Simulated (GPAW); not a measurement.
MnS:

```
CELL_PARAMETERS angstrom
0.00000 2.47346 2.47346
2.47346 0.00000 2.47346
2.47346 2.47346 0.00000
ATOMIC_POSITIONS crystal
Mn 0.00000 0.00000 0.00000
S 0.75000 0.75000 0.75000
```

The cell is a database's computed one.

Base run:

- Program: GPAW 26.7.0
- Functional: PBEsol
- Potentials or basis: PAW data sets generated in the run's folder for this functional
- Cutoff: 600 eV
- Basis: pw
- k mesh: 9 × 9 × 9
- Occupations: fermi-dirac, width 0.05 eV
- Spin: collinear spin, ferromagnetic start
- Starting moments: [4.0, 0.0] μB
- Hubbard terms: Mn d U = 3 eV

Its results: pressure 43.8 GPa; net moment 4.24 μB per cell; site moments Mn +3.88; S +0.02 μB.

Problem. The run is repeated on the same cell with these changes: hubbard terms from Mn d U = 3 eV to Mn d U = 1 eV. What comes out?

Solution. Pressure 21.1 GPa; net moment 3.06 μB per cell; site moments Mn +2.88; S -0.03 μB.

Caveats: a cell with one magnetic atom can't hold antiferromagnetic order, which such compounds often take; a pressure of tens of GPa on the cell as given is suspect, and the run, the potentials or the cell itself is likely at fault (some runs).

Not every run made on this cell is shown here.
